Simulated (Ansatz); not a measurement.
Si, space group Im-3m, a frozen displacement of one atom

Program: the Ansatz DFT code, driven from Python.

Run as a notebook:

**Cell 1**
```python
import ansatz as az
from ase import Atoms
import numpy as np
```

**Cell 2**
```python
atoms = Atoms(
    ["Si", "Si", "Si", "Si", "Si", "Si"],
    scaled_positions=[
        (0.75, 0.25, 0.5),
        (0.75, 0.5, 0.25),
        (0.5, 0.25, 0.75),
        (0.25, 0.5, 0.75),
        (0.25, 0.75, 0.5),
        (0.5, 0.75, 0.25),
    ],
    cell=[
        (-3.336083, 3.336083, 3.336083),
        (3.336083, -3.336083, 3.336083),
        (3.336083, 3.336083, -3.336083),
    ],
    pbc=True,
)
system = az.Crystal.from_ase(atoms)
```

**Cell 3**
```python
system.resolved().tree()["lattice"]
```
Output:
```text
((-3.336083, 3.336083, 3.336083), (3.336083, -3.336083, 3.336083), (3.336083, 3.336083, -3.336083))
```

**Cell 4**
```python
inverse = np.linalg.inv(np.array(system.lattice.vectors))
home = np.array(system.sites[1].position)
values = np.linspace(-0.02, 0.02, 5)
energies, pulls = [], []
for shift in values:
    moved = system.move(1, to=home + shift * inverse[0])
    model = (
        moved.calculation()
        .functional(az.Functional.LDA)
        .occupations(az.OccupationsMethod.FERMI_DIRAC)
        .basis(510)
        .kpoints(density=3.1)
        .forces()
    )
    r = model.run().report
    energies.append(r["free_energy_ev"])
    pulls.append(r["forces_ev_ang"][1][0])
```

**Cell 5**
```python
# the force is minus the slope of the free energy
print("shift (A)   dE (eV)   force along x (eV/A)")
for shift, e, f in zip(values, energies, pulls):
    print(f"{shift:8.3f} {e - energies[2]:10.5f} {f:12.4f}")
print(f"stiffness from energies {2 * np.polyfit(values, energies, 2)[0]:.3f}, from forces {-np.polyfit(values, pulls, 1)[0]:.3f} eV/A^2")
```
Output:
```text
shift (A)   dE (eV)   force along x (eV/A)
  -0.020    0.00193       0.1931
  -0.010    0.00048       0.0965
   0.000    0.00000       0.0000
   0.010    0.00048      -0.0965
   0.020    0.00193      -0.1931
stiffness from energies 9.655, from forces 9.655 eV/A^2
```

The curvature of the energy gives 9.655 eV/Å² and the slope of the force 9.655 eV/Å², a positive curvature.

Notes:
- This isn't the structure that Si takes at ambient conditions.
- All periodic images of the atom move with it, so the curvature is one diagonal element of the zone-centre force constants and no normal mode; a positive value doesn't exclude soft modes in which several atoms move.
- Timing: 44 s on 1 thread of Arm Neoverse V1, on a shared host, peak memory 0.46 GiB.
